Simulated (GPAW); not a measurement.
# GaAs (F-43m) in GPAW: notebook

The runs below take GaAs through band structure, equation of state, with BP86, PBE+D3.

All numbers are computed with GPAW 26.7.0; they aren't measurements. Logs are shortened: lines on timing, memory, paths and dates and some standing lists are left out, and cuts for length are marked. The log counts tension as positive stress, the text compression.

**Experimental background.**

From “Evidence of valence band perturbations in GaAsN/GaAs(001): A combined variable-angle spectroscopic ellipsometry and modulated photoreflectance investigation”, 2008, arxiv:0805.2212, for a bulk crystal of GaAs at 300 K: band gap 1.412 ± 0.01 eV (direct).

How close the calculation comes is told below.

### Step 1. Starting point

It takes space group F-43m (No. 216, cubic). The conventional cell has a = 5.654 Å, b = 5.654 Å, c = 5.654 Å, α = 90.00°, β = 90.00°, γ = 90.00°. As (site symmetry -43m) has 4 Ga at 2.45 Å as nearest neighbours. Ga (site symmetry -43m) is surrounded by 4 As at 2.45 Å.

### Step 2. Band structure, BP86, spin-orbit coupling, no magnetisation

File run.py:

```python
import numpy as np
from ase import Atoms
from ase.dft.bandgap import bandgap
from ase.io import write
from ase.units import GPa
from gpaw import GPAW, PW, setup_paths
from gpaw.spinorbit import soc_eigenstates

setup_paths.insert(0, '.')

atoms = Atoms(['As', 'Ga'],
              cell=[[0.0, 2.82685, 2.82685],
                    [2.82685, 0.0, 2.82685],
                    [2.82685, 2.82685, 0.0]],
              scaled_positions=[[0.75, 0.75, 0.75],
                                [0.0, 0.0, 0.0]],
              pbc=True)

calc = GPAW(mode=PW(600),
            xc='GGA_X_B88+GGA_C_P86',
            kpts={'size': (8, 8, 8), 'gamma': True},
            occupations={'name': 'fermi-dirac', 'width': 0.05},
            nbands=11,
            convergence={'density': 1e-05, 'energy': 1e-05},
            maxiter=150,
            txt='gpaw.txt')
atoms.calc = calc
energy = atoms.get_potential_energy()
forces = atoms.get_forces()
stress = atoms.get_stress()
calc.write('gs.gpw')
write('result.traj', atoms)
print(f'Energy: {energy:.6f} eV')
print('Forces (eV/A):')
print(forces.round(4))
print('Stress (GPa):', (stress / GPa).round(3))
print('Fermi level:', round(calc.get_fermi_level(), 4), 'eV')
print(f'Gap: {bandgap(calc)[0]:.4f} eV, direct: {bandgap(calc, direct=True)[0]:.4f} eV')

path = atoms.cell.bandpath('GXWKGLUWLK,UX', npoints=60, eps=1e-4)
bs_calc = calc.fixed_density(kpts=path, symmetry='off', nbands=21,
                             convergence={'bands': 'CBM+6.0', 'eigenstates': 1e-6}, txt='bands.txt')
bs = bs_calc.band_structure()
bs.write('bs.json')
print(f'Gap on the path: {bandgap(bs_calc)[0]:.4f} eV')

soc = soc_eigenstates(bs_calc, theta=0, phi=0)
np.savetxt('soc_bands.dat', soc.eigenvalues(), fmt='%.4f')
mesh = soc_eigenstates('gs.gpw', theta=0, phi=0)
np.savetxt('soc_mesh.dat', mesh.eigenvalues(), fmt='%.4f')
print('Fermi level with spin-orbit coupling:', round(mesh.fermi_level, 4), 'eV')
```

Potentials or basis: PAW data sets generated in the run's folder for this functional, pw.

Run with:

```console
$ gpaw-setup -f GGA_X_B88+GGA_C_P86 As Ga
$ OMP_NUM_THREADS=1 python run.py
```

gpaw.txt:

```text
__  _  _
 | _ |_)|_||  |
 |__||  | ||/\| - 26.7.0

Input parameters:
  mode=PW(ecut=600.0),
  convergence={'density': 1e-05, 'energy': 1e-05},
  kpts=MonkhorstPack(size=(8, 8, 8), gamma=True),
  maxiter=150,
  nbands=11,
  occupations=Occupations(name='fermi-dirac', width=0.05),
  xc=XC(name='GGA_X_B88+GGA_C_P86')

Diagonalizing LCAO Hamiltonian
Converting LCAO to pw mode

                    As

       Ga

Atoms  # Å, Bohr magnetons
|   | symbol |        x |        y |        z |    initial magnetic moments |
|---|--------|----------|----------|----------|-----------------------------|
| 0 |     As | 4.240275 | 4.240275 | 4.240275 | ( 0.0000,  0.0000,  0.0000) |
| 1 |     Ga | 0.000000 | 0.000000 | 0.000000 | ( 0.0000,  0.0000,  0.0000) |

Unit cell  # Å
| periodic |        x |        y |        z |  lengths |    angles |
|----------|----------|----------|----------|----------|-----------|
|      yes | 0.000000 | 2.826850 | 2.826850 | 3.997770 | 60.000000 |
|      yes | 2.826850 | 0.000000 | 2.826850 | 3.997770 | 60.000000 |
|      yes | 2.826850 | 2.826850 | 0.000000 | 3.997770 | 60.000000 |

Number of symmetries: 24
Symmetry operations  # r_c * U_cc + t_c -> r_c
|    | kind |            matrix            |
|----|------|------------------------------|
|  0 |  E   |  1, 0, 0,  0, 1, 0,  0, 0, 1 |
|  1 |  σ   |  1, 0, 0,  0, 0, 1,  0, 1, 0 |
|  2 |  σ   |  1, 0,-1,  0, 1,-1,  0, 0,-1 |
|  3 |  C3  |  1, 0,-1,  0, 0,-1,  0, 1,-1 |
|  4 |  C3  |  1,-1, 0,  0,-1, 1,  0,-1, 0 |
|  5 |  σ   |  1,-1, 0,  0,-1, 0,  0,-1, 1 |
|  6 |  σ   |  0, 1, 0,  1, 0, 0,  0, 0, 1 |
|  7 |  C3  |  0, 1, 0,  0, 0, 1,  1, 0, 0 |
|  8 |  C2  |  0, 1,-1,  1, 0,-1,  0, 0,-1 |
|  9 |  S4  |  0, 1,-1,  0, 0,-1,  1, 0,-1 |
| 10 |  C3  |  0, 0, 1,  1, 0, 0,  0, 1, 0 |
| 11 |  σ   |  0, 0, 1,  0, 1, 0,  1, 0, 0 |
| 12 |  S4  |  0, 0,-1,  1, 0,-1,  0, 1,-1 |
| 13 |  C3  |  0, 0,-1,  0, 1,-1,  1, 0,-1 |
| 14 |  S4  |  0,-1, 1,  1,-1, 0,  0,-1, 0 |
| 15 |  C2  |  0,-1, 1,  0,-1, 0,  1,-1, 0 |
| 16 |  C3  |  0,-1, 0,  1,-1, 0,  0,-1, 1 |
| 17 |  S4  |  0,-1, 0,  0,-1, 1,  1,-1, 0 |
| 18 |  S4  | -1, 1, 0, -1, 0, 1, -1, 0, 0 |
| 19 |  C3  | -1, 1, 0, -1, 0, 0, -1, 0, 1 |
| 20 |  C3  | -1, 0, 1, -1, 1, 0, -1, 0, 0 |
| 21 |  S4  | -1, 0, 1, -1, 0, 0, -1, 1, 0 |
| 22 |  σ   | -1, 0, 0, -1, 1, 0, -1, 0, 1 |
| 23 |  C2  | -1, 0, 0, -1, 0, 1, -1, 1, 0 |

BZ-sampling:
  Number of BZ points: 512
  Number of IBZ points: 29

  Monkhorst-Pack size: [8, 8, 8]
  Monkhorst-Pack shift: [0.0625, 0.0625, 0.0625]

K-points  # in reciprocal-cell coordinates
|     |                                coordinates |     weight |
|-----|--------------------------------------------|------------|
|   0 | (  0.00000000,   0.00000000,   0.00000000) | 0.00195312 |
|   1 | (  0.12500000,   0.12500000,   0.00000000) | 0.01171875 |
|   2 | (  0.12500000,   0.12500000,   0.12500000) | 0.01562500 |
|   3 | (  0.25000000,   0.12500000,   0.12500000) | 0.02343750 |
|   4 | (  0.25000000,   0.25000000,   0.00000000) | 0.01171875 |
|   5 | (  0.25000000,   0.25000000,   0.12500000) | 0.04687500 |
|   6 | (  0.25000000,   0.25000000,   0.25000000) | 0.01562500 |
|   7 | (  0.37500000,   0.25000000,  -0.37500000) | 0.04687500 |
|   8 | (  0.37500000,   0.25000000,   0.12500000) | 0.04687500 |
|   9 | (  0.37500000,   0.25000000,   0.25000000) | 0.04687500 |
| ... |                                            |            |
|  28 | (  0.50000000,   0.50000000,   0.50000000) | 0.00781250 |

Plane wave coefficients: 1540
Cutoff: 600.0 eV

Spin-components: 1 (collinear spins)
Bands:           11
Projectors:      10
Spin-degeneracy: 2
Datatype:        complex128

Parallelization:
  kpt:    1
  domain: 1
  band:   1

Density:
  Valence electrons: 8.0
  Components: 1
  Grid points: [24 24 24]
  Charge: 0.0  # |e|

Potential:
  Grid points: [24 24 24]

species:
  As:
    name:    Arsenic
    Z:       33.0
    valence: 5
    core:    28
    charge:  0.0  # [|e|]
    compensation charges:
      type: gauss
      rc: 0.33  # [Å]
      lmax: 2
    cutoffs:
      filter: 1.87  # [Å]
      core: 2.96  # [Å]
    projectors
    | kind |    occ | energy [eV] | rcut [Å] |
    |------|--------|-------------|----------|
    |   4s |  2.000 |     -14.630 |    1.058 |
    |   4p |  3.000 |      -5.319 |    1.058 |
    |    s |        |      12.581 |    1.058 |
    |    p |        |      21.893 |    1.058 |
    |    d |        |       0.000 |    1.058 |

    Using partial waves for As as LCAO basis

  Ga:
    name:    Gallium
    Z:       31.0
    valence: 3
    core:    28
    charge:  0.0  # [|e|]
    compensation charges:
      type: gauss
      rc: 0.37  # [Å]
      lmax: 2
    cutoffs:
      filter: 2.06  # [Å]
      core: 4.17  # [Å]
    projectors
    | kind |    occ | energy [eV] | rcut [Å] |
    |------|--------|-------------|----------|
    |   4s |  2.000 |      -9.106 |    1.164 |
    |   4p |  1.000 |      -2.718 |    1.164 |
    |    s |        |      18.106 |    1.164 |
    |    p |        |      24.494 |    1.164 |
    |    d |        |       0.000 |    1.164 |

    Using partial waves for Ga as LCAO basis

Reference energy: -114420.069304  # eV

eigensolver:
  PPCG
  Converge bands: occupied
  niter=2

density mixing:
  MSR1-Mixer
  Pratt-step length: 0.05
  Maximum mixing coefficient: 0.75
  Old densities: 10
  SVD Regularization: 0.005
  Good broyden scale: 1.0
  Trust region scale: 1.0
  Backstep threshold: 4.0
  History deletion threshold: 6.0
  Fourier metric: weight=20.0, sigma=0.015

occupation numbers:
  Fermi-Dirac:
    width: 0.0500  # eV

poisson solver:
  ecut: 4800.0  # eV

xc functional:
  name: GGA_X_B88+GGA_C_P86 with 2 nearest neighbor stencil

convergence criteria:
- Maximum integral of absolute [dens]ity change: 1e-05 electrons / valence electron
- Maximum [total energy] change in last 3 cyles: 1e-05 eV / valence electron
- Maximum integral of absolute [eigenst]ate change: 4e-08 eV^2 / valence electron
maximum number of iterations: 150

SCF iterations
|iter     | |      energy | eigst |  dens |
|---------|-|-------------|-------|-------|
|iter:   1| |   -8.079577 | -0.61 |       |
|iter:   2| |   -8.059015 | -2.99 | -0.89 |
|iter:   3| |   -7.965585 | -2.20 | -0.92 |
|iter:   4| |   -7.965905 | -3.85 | -1.52 |
|iter:   5| |   -7.965969 | -4.86 | -2.05 |
|iter:   6| |   -7.965969c| -6.04 | -2.85 |
|iter:   7| |   -7.965969c| -7.87c| -3.60 |
|iter:   8| |   -7.965971c| -8.88c| -4.04 |
|iter:   9| |   -7.965971c| -9.58c| -5.51c|

Converged in 9 steps
Energy contributions relative to reference atoms: (reference = -114420.069304)

Energy contributions:
  Kinetic:          28.746255
  Coulomb:         -25.577114
  Zero:              0.021815
  External:          0.000000
  Xc:              -11.156914
  Entropy:          -0.000028
  Spinorbit:         0.000000
  ----------------------------
  Free energy:      -7.965985
  Extrapolated:     -7.965971

dipole moment: (-11.015981, -11.015981, -11.015981)  # |e|*Ang

Fermi level: 5.106
Eigenvalues  # (at kpt = [0.000, 0.000, 0.000])
| band index |      eig [eV] | occ [0-2] |
|------------|---------------|-----------|
|          0 |        -7.889 |     2.000 |
|          1 |         4.825 |     1.993 |
|          2 |         4.825 |     1.993 |
|          3 |         4.825 |     1.993 |
|          4 |         5.328 |     0.023 |
|          5 |         8.603 |     0.000 |
|          6 |         8.603 |     0.000 |
|          7 |         8.603 |     0.000 |
|          8 |        12.514 |     0.000 |
|          9 |        14.977 |     0.000 |
|         10 |        14.977 |     0.000 |

Gap: 0.503 eV
Transition (v -> c):
  (s=0, k=0, n=3, [0.00, 0.00, 0.00]) -> (s=0, k=0, n=4, [0.00, 0.00, 0.00])
No difference between direct/indirect transitions

Forces  # eV/Ang
|        x |       y |        z |
|----------|---------|----------|
|  0.00000 | 0.00000 |  0.00000 |  # As   0
| -0.00000 | 0.00000 | -0.00000 |  # Ga   1

Stress tensor  # eV/Ang^3
|         x |         y |         z |
|-----------|-----------|-----------|
| -0.028277 | -0.000000 |  0.000000 |
| -0.000000 | -0.028277 | -0.000000 |
|  0.000000 | -0.000000 | -0.028277 |

# Writing to gs.gpw (mode='')
```

stdout:

```text
Energy: -7.965971 eV
Forces (eV/A):
[[ 0.  0.  0.]
 [-0.  0. -0.]]
Stress (GPa): [-4.53 -4.53 -4.53 -0.    0.   -0.  ]
Fermi level: 5.106 eV
Gap: 0.5035 eV, direct: 0.5035 eV
Gap on the path: 0.5035 eV
Fermi level with spin-orbit coupling: 5.1548 eV
```

Run time: 29 s. Hardware: 1 thread of Arm Neoverse V1, shared host; peak memory 0.24 GiB.

Results:

```
Free energy             : -7.9660 eV
Pressure                : 4.5 GPa
Band gap on the k mesh  : 0.38 eV, direct
Band gap along the path : 0.38 eV, direct
```

Levels at the corners of the path, in eV from the valence-band top:
| point | band 4 | band 5 | band 6 | band 7 | band 8 | band 9 | band 10 | band 11 | band 12 | band 13 |
| --- | --- | --- | --- | --- | --- | --- | --- | --- | --- | --- |
| Γ | -0.36 | 0.00 | 0.00 | 0.00 | 0.00 | 0.38 | 0.38 | 3.53 | 3.53 | 3.72 |
| X | -6.92 | -2.82 | -2.82 | -2.73 | -2.73 | 1.39 | 1.39 | 1.57 | 1.57 | 10.02 |
| W | -6.70 | -3.71 | -3.58 | -3.44 | -3.40 | 4.41 | 4.61 | 4.66 | 4.70 | 5.28 |
| K | -6.71 | -3.99 | -3.92 | -2.36 | -2.36 | 1.88 | 1.89 | 4.53 | 4.60 | 7.85 |
| Γ | -0.36 | 0.00 | 0.00 | 0.00 | 0.00 | 0.38 | 0.38 | 3.53 | 3.53 | 3.72 |
| L | -6.73 | -1.36 | -1.36 | -1.14 | -1.14 | 0.90 | 0.90 | 4.53 | 4.53 | 4.62 |
| U | -6.71 | -3.99 | -3.92 | -2.36 | -2.36 | 1.88 | 1.89 | 4.53 | 4.60 | 7.85 |
| W | -6.70 | -3.71 | -3.58 | -3.44 | -3.40 | 4.41 | 4.61 | 4.66 | 4.70 | 5.28 |
| L | -6.73 | -1.36 | -1.36 | -1.14 | -1.14 | 0.90 | 0.90 | 4.53 | 4.53 | 4.62 |
| K | -6.71 | -3.99 | -3.92 | -2.36 | -2.36 | 1.88 | 1.89 | 4.53 | 4.60 | 7.85 |
| U | -6.71 | -3.99 | -3.92 | -2.36 | -2.36 | 1.88 | 1.89 | 4.53 | 4.60 | 7.85 |
| X | -6.92 | -2.82 | -2.82 | -2.73 | -2.73 | 1.39 | 1.39 | 1.57 | 1.57 | 10.02 |

Caveat: spin-orbit coupling was added after a scalar SCF, so levels and gaps hold it while energy, forces, pressure and moments don't; this program's spin-orbit splittings come out too wide for heavy elements.

### Step 3. Equation of state, PBE+D3

File run.py:

```python
from ase.calculators.mixing import SumCalculator
from ase.eos import EquationOfState
from ase.io import Trajectory, read
from ase.units import GPa
from dftd3.ase import DFTD3
from gpaw import GPAW, PW

atoms = read('POSCAR')

traj = Trajectory('eos.traj', 'w')
volumes, energies = [], []
for x in [0.94, 0.96, 0.98, 1.0, 1.02, 1.04, 1.06]:
    a = atoms.copy()
    a.set_cell(atoms.cell * x**(1 / 3), scale_atoms=True)
    calc = GPAW(mode=PW(600),
                xc='PBE',
                kpts={'size': (8, 8, 8), 'gamma': True},
                occupations={'name': 'fermi-dirac', 'width': 0.05},
                nbands=11,
                convergence={'density': 1e-05, 'energy': 1e-05},
                maxiter=150,
                txt=f'eos-{x:.2f}.txt')
    a.calc = SumCalculator([calc, DFTD3(method='pbe', damping='d3zero')])
    energies.append(a.get_potential_energy())
    volumes.append(a.get_volume())
    p = -a.get_stress()[:3].mean() / GPa
    calc.write(f'eos-{x:.2f}.gpw')
    traj.write(a)
    print(f'{x:.2f} {volumes[-1]:10.4f} A^3 {energies[-1]:14.6f} eV {p:9.3f} GPa', flush=True)

v0, e0, B = EquationOfState(volumes, energies, eos='birchmurnaghan').fit()
print(f'V0 = {v0:.4f} A^3, E0 = {e0:.6f} eV, B0 = {B / GPa:.2f} GPa')
```

File POSCAR:

```
GaAs
1.0
    0.0000000000      2.8268500000      2.8268500000
    2.8268500000      0.0000000000      2.8268500000
    2.8268500000      2.8268500000      0.0000000000
As Ga
1 1
Direct
    0.7500000000      0.7500000000      0.7500000000
    0.0000000000      0.0000000000      0.0000000000
```

Potentials or basis: GPAW PAW data sets (gpaw-data 1.2.1), pw.

Run with:

```console
$ OMP_NUM_THREADS=1 python run.py
```

It took 73 s on 1 thread of Arm Neoverse V1, shared host; peak memory 0.2 GiB.

Results (log left out):

| Quantity | Value |
| --- | --- |
| Equilibrium volume | 23.50 Å³/atom |
| Bulk modulus | 67 GPa |
| Pressure derivative of the bulk modulus | 4.6 |

Energy against volume, from the lowest point:
| volume (Å³/atom) | energy (meV/atom) |
| --- | --- |
| 21.234 | 54.94 |
| 21.686 | 33.86 |
| 22.138 | 18.36 |
| 22.590 | 7.89 |
| 23.041 | 1.93 |
| 23.493 | 0.00 |
| 23.945 | 1.68 |

### Step 4. Against experiment

Step 2. A measured gap of GaAs is 1.412 eV (direct; 300 K; “Evidence of valence band perturbations in GaAsN/GaAs(001): A combined variable-angle spectroscopic ellipsometry and modulated photoreflectance investigation”, 2008, arxiv:0805.2212); the calculated 0.38 eV misses it by -1.03 eV. So large a miss can be the level of theory's own, or it may mean another phase, state or a wrong row. 3 values of this kind are on record (1.412 to 1.51 eV); this one was drawn at random among those near their median, those with a stated uncertainty first. The value is that of BP86, without temperature or zero-point motion.
